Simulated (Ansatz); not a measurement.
# What a change of settings does to a run on AlRu

The cell is COD entry 1527371, as deposited and not checked against the literature; nothing was relaxed.

First run: DFT, LDA, PAW with Ansatz's default frozen-core files, scalar-relativistic (Ansatz 0.2.0).

Command: `ansatz run input.yaml --threads 1 --pin off --max-ram 2048MiB --backend cpu --events-out ev --progress --plain --runs-dir out` The run took about 2.4 s on 1 thread of a shared machine.

```yaml
crystal:
  lattice:
    - [2.9916, 0.0, 0.0]
    - [0.0, 2.9916, 0.0]
    - [0.0, 0.0, 2.9916]
  atoms:
    - { symbol: Al, position: [0.0, 0.0, 0.0] }
    - { symbol: Ru, position: [0.5, 0.5, 0.5] }
kpoints:
  mp_grid: { grid: [12, 12, 12] }
  band_path:
    path:
      - [0.0, 0.0, 0.0]
      - [0.0, 0.5, 0.0]
      - [0.5, 0.5, 0.0]
      - [0.0, 0.0, 0.0]
      - [0.5, 0.5, 0.5]
      - [0.0, 0.5, 0.0]
      - [0.5, 0.5, 0.5]
      - [0.5, 0.5, 0.0]
    npoints: 5
scf:
  occupations: { method: fermi_dirac, width: 0.05 }
hamiltonian:
  xc: lda
  pseudopotentials: { kind: paw }
output:
  forces: true
  stress: true
  eigenvalues: true
  efg: { contact_densities: true }
```

Result: converged; pressure -8.24 GPa; 6 SCF iterations.

Spin polarisation is left out, and whether a magnetic state lies lower isn't shown here.

The input is then changed:

```diff
@@ -23,5 +23,5 @@
   occupations: { method: fermi_dirac, width: 0.05 }
 hamiltonian:
-  xc: lda
+  xc: r2scan
   pseudopotentials: { kind: paw }
 output:
@@ -30,3 +30,7 @@
   eigenvalues: true
   efg: { contact_densities: true }
+  write_density: true
+  write_potential: true
+  elf: true
+  volumetric_format: npy
```

Q: What does the second run give?

A: It converged; pressure -2.12 GPa; 6 SCF iterations.
